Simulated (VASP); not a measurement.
A VASP calculation is set up with these files.

INCAR:
```
ALGO=Normal
EDIFF=1E-6
ENCUT=300
GGA=PE
ISIF=2
ISMEAR=-1
LASPH=.TRUE.
LCHARG=.FALSE.
LMAXMIX=4
LREAL=.FALSE.
LWAVE=.FALSE.
NELM=100
PREC=Accurate
SIGMA=0.01
SYSTEM=NaBr
```

File POSCAR:
```
NaBr
4.1924390
  0.0000000000   0.7071067701   0.7071067701
  0.7071067701   0.0000000000   0.7071067701
  0.7071067701   0.7071067701   0.0000000000
Na Br
1 1
Cart
  0.0000000000   0.0000000000   0.0000000000
  0.7071067701   0.7071067701   0.7071067701
```

### KPOINTS
```
Automatic mesh
0
gamma
7 7 7
0 0 0
```

POTCAR, in this order: Na_pv Br (PBE.64 set). Program: vasp_std.

Task: Write an equivalent input for Ansatz.

Result: One equivalent input (not run):
Ansatz 0.2 input:
```yaml
crystal:
  lattice:
    - [0.0000000, 2.9645020, 2.9645020]
    - [2.9645020, 0.0000000, 2.9645020]
    - [2.9645020, 2.9645020, 0.0000000]
  atoms:
    - { symbol: Na, position: [0.0000000, 0.0000000, 0.0000000] }
    - { symbol: Br, position: [0.5000000, 0.5000000, 0.5000000] }
kpoints:
  mp_grid: { grid: [7, 7, 7] }
hamiltonian:
  xc: pbe
  pseudopotentials: { kind: paw }
scf:
  occupations: { method: fermi_dirac, width: 0.01 }
  max_iter: 100
output: { forces: true, stress: true, eigenvalues: true }
```
What does not carry over: each code has its own PAW files, so the cut-off isn't converted (ENCUT is set for VASP's; basis.ecutwfc is left out, and Ansatz then takes the one that its files recommend); Ansatz stops its SCF on the density residual and VASP on the energy change (EDIFF).

The structure comes from a computed database's NaBr entry; how it stands against other phases isn't given here. The cell was not relaxed at this level. The run is one of a series of settings (KPOINTS 7×7×7 Γ-centred mesh against the base run), some of them coarse on purpose.
